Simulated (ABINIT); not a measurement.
Crystal: Sb.

```
Sb
1.0
     3.16000    0.00000    0.00000
     0.00000    3.16000    0.00000
     0.00000    0.00000    3.16000
Sb
1
Cartesian
  0.0000 0.0000 0.0000
```

This isn't the form of Sb at room conditions, which is rhombohedral.

Base run:

* Program: ABINIT 10.8.3 (patched build)
* Functional: LDA
* Potentials or basis: JTH PAW PBE v2.0
* Cutoff: 517 eV
* k mesh: 8 × 8 × 8
* Occupations: fermi-dirac, width 0.05 eV
* Spin: no spin polarisation

Its results: band gap on the k mesh none (metal or under the smearing width); pressure -5.9 GPa.

**Question.** After a change of settings the same cell gave: band gap on the k mesh none (metal or under the smearing width); pressure -4.9 GPa. Which change was it?
A. functional from LDA to PBEsol
B. functional from LDA to revPBE
C. functional from LDA to BLYP
D. functional from LDA to r2SCAN

**Answer.** A.

PBEsol binds less tightly than LDA, so the same cell stands under more pressure.

Caveats: the PAW data sets were made with another functional, which shifts forces and pressure a little.

Runs at the PBE level aren't shown here.
